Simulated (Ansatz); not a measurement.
Reaction (hydrogenolysis of the Si–C bond): `FC(F)(F)[SiH2]Cl` + H₂ → `[SiH3]Cl` + trifluoromethane

Computed with Ansatz on PBE0-D4/def2-TZVP structures; ΔE is electronic, products minus reactants. CBS: MP2 limit from def2 TZ/QZ plus the TZ coupled-cluster correction, frozen cores. This one scheme is used for every species. DFT in def2-TZVPP. B3LYP here is the variant with VWN-RPA as its local correlation; programs differ in this.

`FC(F)(F)[SiH2]Cl`:

Z-matrix (Å, degrees):
```
C
F 1 1.348
F 1 1.341 2 107.1
F 1 1.341 2 107.1 3 -114.8
Si 1 1.931 2 109.7 3 122.5
Cl 5 2.036 1 108.2 2 179.9
H 5 1.477 1 107.6 2 60.7
H 5 1.477 1 107.5 2 -61.0
```

H₂:

Cartesian coordinates in Å:
```
H 0.288 -0.109 -0.211
H -0.288 0.109 0.211
```

`[SiH3]Cl`:

Z-matrix (Å, degrees):
```
Si
Cl 1 2.054
H 1 1.481 2 108.5
H 1 1.481 2 108.5 3 -120.0
H 1 1.481 2 108.5 3 120.0
```

`FC(F)F`:

```xyz
5

F     0.709   -1.102   -0.060
C     0.038    0.046    0.004
F    -0.721    0.154   -1.085
F    -0.757    0.013    1.071
H     0.731    0.889    0.070
```

(1) Is it downhill or uphill in electronic energy at CCSD(T)/CBS, and by how much? (Estimate.)

(2) What do these levels give: PBE-D4, B3LYP-D4, BLYP, CCSD(T)/def2-SVP, MP2/def2-TZVPP, HF/CBS(def2)? (Best estimate.)

(3) What do rigid-rotor, harmonic-oscillator terms from PBE0-D4/def2-TZVP frequencies (298.15 K, 1 bar) make of the CCSD(T)/CBS value? (An estimate is asked.)

Largest T1 diagnostic among the species: 0.012.

## Answers

(1) The calculation gave: Downhill: ΔE = -55.2 kJ/mol.

(2) The calculation gave: PBE-D4 -45.5, B3LYP-D4 -52.5, BLYP -56.6, CCSD(T)/def2-SVP -68.9, MP2/def2-TZVPP -59.2, HF/CBS(def2) -89.4 kJ/mol.

(3) Ansatz gave: ΔZPE = +22.2 kJ/mol, ΔH = -39.2 kJ/mol, ΔS = 24 J/(mol·K), ΔG = -46.5 kJ/mol. Modes under 50 cm⁻¹ make the entropy rough.

From BLYP to BHLYP (50 % exact exchange), in def2-TZVPP and without D4, ΔE moves by −15.4 kJ/mol. At CCSD(T), def2-SVP lies −13.7 kJ/mol from the extrapolated value and def2-TZVPP −5.8 kJ/mol.
